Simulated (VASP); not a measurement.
These are PBE GGA, VASP's PBE PAW potentials (set 64) (plane waves; VASP) values and carry that method's errors.

VASP ran on this input.

File POSCAR:
```
BeO(100) slab
1.0
  4.4051854161   0.0000000000   0.0000000000
  0.0000000000   2.7137980290   0.0000000000
  0.0000000000   0.0000000000  24.4775284945
Be O
8 8
Cartesian
  0.0000000000   0.0000000000  16.1558052221
  2.2025927081   1.3568990145  15.3723774451
  0.0000000000   1.3568990145  13.8055708462
  2.2025927081   0.0000000000  13.0221675467
  0.0000000000   0.0000000000  11.4553609478
  2.2025927081   1.3568990145  10.6719576483
  0.0000000000   1.3568990145   9.1051510494
  2.2025927081   0.0000000000   8.3217232724
  1.6651600873   0.0000000000  16.1558052221
  3.8677527953   1.3568990145  15.3723774451
  1.6651600873   1.3568990145  13.8055708462
  3.8677527953   0.0000000000  13.0221675467
  1.6651600873   0.0000000000  11.4553609478
  3.8677527953   1.3568990145  10.6719576483
  1.6651600873   1.3568990145   9.1051510494
  3.8677527953   0.0000000000   8.3217232724
```

**KPOINTS**
```
Automatic mesh
0
Gamma
5 7 1
0 0 0
```

**INCAR**
```
GGA = PE   # PBE
ENCUT = 450   # plane-wave cut-off (eV)
IDIPOL = 3
EDIFFG = -0.03   # ionic stop
DIPOL = 0.5 0.5 0.5
LCHARG = .FALSE.
NELM = 100
IBRION = 2   # conjugate gradients
LWAVE = .TRUE.
SIGMA = 0.05   # width (eV)
ALGO = Normal
LASPH = .TRUE.
NSW = 50   # most ionic steps
SYSTEM = BeO(100) slab
PREC = Normal
NELMIN = 4
LREAL = .FALSE.   # projection in real space or not
ISIF = 2   # forces and stress, cell fixed
EDIFF = 1E-5   # SCF stop (eV)
ISMEAR = 0   # Gaussian
LDIPOL = .TRUE.
```

POTCAR, in this order: Be O (PBE.64 set). Program: vasp_std.

The run wrote:

OSZICAR:
```
...
       N       E                     dE             d eps       ncg     rms          rms(c)
DAV:   1    -0.111946929598E+03   -0.55655E-02   -0.17945E+00   986   0.764E+00    0.195E-01
DAV:   2    -0.111950224207E+03   -0.32946E-02   -0.36815E-02  1124   0.103E+00    0.137E-01
DAV:   3    -0.111949920096E+03    0.30411E-03   -0.55257E-04  1215   0.170E-01    0.869E-02
DAV:   4    -0.111949731171E+03    0.18893E-03   -0.68255E-04  1067   0.180E-01    0.239E-02
DAV:   5    -0.111949737403E+03   -0.62326E-05   -0.15707E-04  1182   0.790E-02    0.136E-02
DAV:   6    -0.111949744850E+03   -0.74473E-05   -0.20331E-05   772   0.291E-02
   8 F= -.11194974E+03 E0= -.11194974E+03  d E =-.837757E-02
       N       E                     dE             d eps       ncg     rms          rms(c)
DAV:   1    -0.111949982655E+03   -0.24525E-03   -0.26114E-01   988   0.291E+00    0.763E-02
DAV:   2    -0.111950462335E+03   -0.47968E-03   -0.53905E-03  1197   0.394E-01    0.514E-02
DAV:   3    -0.111950418426E+03    0.43909E-04   -0.80562E-05  1272   0.648E-02    0.321E-02
DAV:   4    -0.111950398857E+03    0.19570E-04   -0.97739E-05  1117   0.668E-02    0.914E-03
DAV:   5    -0.111950407710E+03   -0.88532E-05   -0.20714E-05   828   0.303E-02
   9 F= -.11195041E+03 E0= -.11195041E+03  d E =-.904043E-02
       N       E                     dE             d eps       ncg     rms          rms(c)
DAV:   1    -0.111953757763E+03   -0.33589E-02   -0.20533E+00  1048   0.796E+00    0.188E-01
DAV:   2    -0.111957398664E+03   -0.36409E-02   -0.39617E-02  1183   0.101E+00    0.121E-01
DAV:   3    -0.111957178573E+03    0.22009E-03   -0.39976E-04  1271   0.144E-01    0.827E-02
DAV:   4    -0.111957080476E+03    0.98097E-04   -0.10487E-03  1143   0.240E-01    0.302E-02
DAV:   5    -0.111957090930E+03   -0.10454E-04   -0.24258E-04  1088   0.847E-02    0.312E-02
DAV:   6    -0.111957085831E+03    0.50993E-05   -0.89331E-05  1067   0.612E-02
  10 F= -.11195709E+03 E0= -.11195709E+03  d E =-.667812E-02
       N       E                     dE             d eps       ncg     rms          rms(c)
DAV:   1    -0.111957116545E+03   -0.25614E-04   -0.14981E+00  1032   0.680E+00    0.158E-01
DAV:   2    -0.111959847311E+03   -0.27308E-02   -0.29315E-02  1182   0.862E-01    0.106E-01
DAV:   3    -0.111959683485E+03    0.16383E-03   -0.28185E-04  1295   0.124E-01    0.729E-02
DAV:   4    -0.111959612751E+03    0.70734E-04   -0.82491E-04  1151   0.212E-01    0.270E-02
DAV:   5    -0.111959619424E+03   -0.66732E-05   -0.18964E-04  1104   0.750E-02    0.279E-02
DAV:   6    -0.111959613855E+03    0.55688E-05   -0.50500E-05  1021   0.455E-02
  11 F= -.11195961E+03 E0= -.11195961E+03  d E =-.920615E-02
       N       E                     dE             d eps       ncg     rms          rms(c)
DAV:   1    -0.111959520314E+03    0.99111E-04   -0.16434E-01  1026   0.226E+00    0.509E-02
DAV:   2    -0.111959836181E+03   -0.31587E-03   -0.33009E-03  1192   0.288E-01    0.377E-02
DAV:   3    -0.111959818173E+03    0.18008E-04   -0.30188E-05  1111   0.427E-02    0.261E-02
DAV:   4    -0.111959813752E+03    0.44206E-05   -0.10900E-04  1078   0.749E-02    0.101E-02
DAV:   5    -0.111959814840E+03   -0.10877E-05   -0.22984E-05   928   0.263E-02
  12 F= -.11195981E+03 E0= -.11195981E+03  d E =-.940713E-02
       N       E                     dE             d eps       ncg     rms          rms(c)
DAV:   1    -0.111960195769E+03   -0.38202E-03   -0.90158E-01   992   0.546E+00    0.136E-01
DAV:   2    -0.111961885958E+03   -0.16902E-02   -0.19617E-02  1184   0.784E-01    0.910E-02
DAV:   3    -0.111961742877E+03    0.14308E-03   -0.29560E-04  1304   0.121E-01    0.613E-02
DAV:   4    -0.111961649189E+03    0.93688E-04   -0.46280E-04  1085   0.142E-01    0.201E-02
DAV:   5    -0.111961650225E+03   -0.10353E-05   -0.80395E-05  1176   0.568E-02
  13 F= -.11196165E+03 E0= -.11196165E+03  d E =-.183538E-02
       N       E                     dE             d eps       ncg     rms          rms(c)
DAV:   1    -0.111961649948E+03   -0.75892E-06   -0.15806E-04  1070   0.781E-02    0.633E-03
DAV:   2    -0.111961650809E+03   -0.86113E-06   -0.10508E-05   681   0.203E-02    0.475E-03
DAV:   3    -0.111961651763E+03   -0.95388E-06   -0.18170E-06   665   0.999E-03    0.201E-03
DAV:   4    -0.111961653601E+03   -0.18378E-05   -0.10523E-06   676   0.652E-03
  14 F= -.11196165E+03 E0= -.11196165E+03  d E =-.183876E-02
       N       E                     dE             d eps       ncg     rms          rms(c)
DAV:   1    -0.111962077026E+03   -0.42526E-03   -0.20766E-01   984   0.260E+00    0.662E-02
DAV:   2    -0.111962413660E+03   -0.33663E-03   -0.40984E-03  1144   0.350E-01    0.412E-02
DAV:   3    -0.111962372007E+03    0.41653E-04   -0.50851E-05  1088   0.691E-02    0.266E-02
DAV:   4    -0.111962345340E+03    0.26667E-04   -0.10125E-04  1008   0.102E-01    0.603E-03
DAV:   5    -0.111962350284E+03   -0.49436E-05   -0.48572E-05  1136   0.380E-02
  15 F= -.11196235E+03 E0= -.11196235E+03  d E =-.696682E-03
       N       E                     dE             d eps       ncg     rms          rms(c)
DAV:   1    -0.111962367815E+03   -0.22475E-04   -0.46251E-02   986   0.123E+00    0.339E-02
DAV:   2    -0.111962441504E+03   -0.73689E-04   -0.93232E-04  1200   0.166E-01    0.190E-02
DAV:   3    -0.111962431137E+03    0.10367E-04   -0.91812E-06   815   0.344E-02    0.125E-02
DAV:   4    -0.111962424910E+03    0.62261E-05   -0.39161E-05  1007   0.625E-02
  16 F= -.11196242E+03 E0= -.11196242E+03  d E =-.771309E-03
       N       E                     dE             d eps       ncg     rms          rms(c)
DAV:   1    -0.111962795842E+03   -0.36471E-03   -0.16777E-01   984   0.230E+00    0.566E-02
DAV:   2    -0.111963074552E+03   -0.27871E-03   -0.31262E-03  1200   0.307E-01    0.326E-02
DAV:   3    -0.111963059661E+03    0.14890E-04   -0.47800E-05  1031   0.457E-02    0.210E-02
DAV:   4    -0.111963052547E+03    0.71149E-05   -0.55190E-05  1091   0.526E-02
  17 F= -.11196305E+03 E0= -.11196305E+03  d E =-.627636E-03
       N       E                     dE             d eps       ncg     rms          rms(c)
DAV:   1    -0.111963043781E+03    0.15880E-04   -0.26575E-01   984   0.290E+00    0.730E-02
DAV:   2    -0.111963487704E+03   -0.44392E-03   -0.49834E-03  1184   0.388E-01    0.413E-02
DAV:   3    -0.111963464223E+03    0.23481E-04   -0.78601E-05  1183   0.579E-02    0.266E-02
DAV:   4    -0.111963453179E+03    0.11044E-04   -0.90924E-05  1076   0.652E-02    0.926E-03
DAV:   5    -0.111963453400E+03   -0.22110E-06   -0.14446E-05   861   0.240E-02
  18 F= -.11196345E+03 E0= -.11196345E+03  d E =-.102849E-02
       N       E                     dE             d eps       ncg     rms          rms(c)
DAV:   1    -0.111963422467E+03    0.30712E-04   -0.43770E-02   984   0.118E+00    0.292E-02
DAV:   2    -0.111963498582E+03   -0.76115E-04   -0.82931E-04  1144   0.157E-01    0.166E-02
DAV:   3    -0.111963494713E+03    0.38686E-05   -0.10556E-05   798   0.229E-02    0.106E-02
DAV:   4    -0.111963493686E+03    0.10269E-05   -0.19972E-05   803   0.294E-02
  19 F= -.11196349E+03 E0= -.11196349E+03  d E =-.106878E-02
       N       E                     dE             d eps       ncg     rms          rms(c)
DAV:   1    -0.111963304593E+03    0.19012E-03   -0.39759E-01   984   0.353E+00    0.869E-02
DAV:   2    -0.111963941760E+03   -0.63717E-03   -0.77156E-03  1155   0.465E-01    0.520E-02
DAV:   3    -0.111963894079E+03    0.47681E-04   -0.11417E-04  1216   0.690E-02    0.346E-02
DAV:   4    -0.111963865164E+03    0.28915E-04   -0.13285E-04  1069   0.811E-02    0.929E-03
DAV:   5    -0.111963867494E+03   -0.23302E-05   -0.30578E-05   981   0.303E-02
  20 F= -.11196387E+03 E0= -.11196387E+03  d E =-.373808E-03
```

File OUTCAR:
```
------------------------ aborting loop because EDIFF is reached ----------------------------------------
  FORCE on cell =-STRESS in cart. coord.  units (eV):
  Direction    XX          YY          ZZ          XY          YZ          ZX
  --------------------------------------------------------------------------------------
  Total        0.3475332      0.4276496     -1.1539998      0.0000000      0.0000000      0.0000000
  in kB        1.9028197      2.3414741     -6.3183987      0.0000000      0.0000000      0.0000000
  external PRESSURE =      -0.6913683 kB  Pullay stress =       0.0000000 kB
  volume of cell :      292.62
      direct lattice vectors                 reciprocal lattice vectors
     4.405185416  0.000000000  0.000000000     0.227005201  0.000000000  0.000000000
     0.000000000  2.713798029  0.000000000     0.000000000  0.368487260  0.000000000
     0.000000000  0.000000000 24.477528494     0.000000000  0.000000000  0.040853798
 POSITION                                       TOTAL-FORCE (eV/Angst)
 -----------------------------------------------------------------------------------
      0.13729      0.00000     15.88962        -0.024853      0.000000     -0.008571
      2.18056      1.35690     15.49275         0.007043      0.000000      0.009188
      4.40430      1.35690     13.76160         0.009717      0.000000      0.009657
      2.17942      0.00000     13.04594        -0.007196      0.000000      0.004310
      4.38201      0.00000     11.43159        -0.007196      0.000000     -0.004310
      2.20171      1.35690     10.71593         0.009717      0.000000     -0.009657
      4.38316      1.35690      8.98477         0.007043      0.000000     -0.009188
      2.33988      0.00000      8.58791        -0.024853      0.000000      0.008571
      1.62500      0.00000     16.11812         0.017696      0.000000     -0.014923
      3.85466      1.35690     15.41940        -0.001947      0.000000      0.008018
      1.64503      1.35690     13.79306         0.000739      0.000000     -0.011489
      3.84994      0.00000     13.03272        -0.001199      0.000000     -0.017665
      1.64735      0.00000     11.44481        -0.001199      0.000000      0.017665
      3.84762      1.35690     10.68447         0.000739      0.000000      0.011489
      1.65207      1.35690      9.05813        -0.001947      0.000000     -0.008018
      3.82759      0.00000      8.35940         0.017696      0.000000      0.014923
 -----------------------------------------------------------------------------------
    total drift:                               -0.013195      0.000000     -0.000093
  FREE ENERGIE OF THE ION-ELECTRON SYSTEM (eV)
  ---------------------------------------------------
  free  energy   TOTEN  =      -111.9638674940 eV

  energy  without entropy=     -111.9638674940  energy(sigma->0) =     -111.96386749

 reached required accuracy - stopping structural energy minimisation
```
(Selected blocks of OUTCAR.)

CONTCAR:
```
BeO(100) slab
   1.00000000000000
     4.4051854161000001    0.0000000000000000    0.0000000000000000
     0.0000000000000000    2.7137980289999999    0.0000000000000000
     0.0000000000000000    0.0000000000000000   24.4775284944999996
  Be              O
     8     8
Direct
     0.0311646745161014    0.0000000000000000    0.6491512887602613
     0.4949992077863697    0.5000000000000000    0.6329378729853041
     0.9997995804968101    0.5000000000000000    0.5622134452728238
     0.4947395467932117    0.0000000000000000    0.5329760194733492
     0.9947395467932119    0.0000000000000000    0.4670239805266507
     0.4997995804968101    0.5000000000000000    0.4377865547271760
     0.9949992077863697    0.5000000000000000    0.3670621270146955
     0.5311646745161015    0.0000000000000000    0.3508487112397388
     0.3688824536610981    0.0000000000000000    0.6584865936733063
     0.8750275662706432    0.5000000000000000    0.6299408550297156
     0.3734296608287513    0.5000000000000000    0.5634987400371810
     0.8739573096470147    0.0000000000000000    0.5324360394498868
     0.3739573096470145    0.0000000000000000    0.4675639605501131
     0.8734296608287512    0.5000000000000000    0.4365012599628190
     0.3750275662706433    0.5000000000000000    0.3700591449702845
     0.8688824536610982    0.0000000000000000    0.3415134063266938
```

At this cut-off the stress carries a Pulay error, which pulls relaxed volumes low.

The cell is a thin slab with vacuum, built from BeO (wurtzite): (100) face.
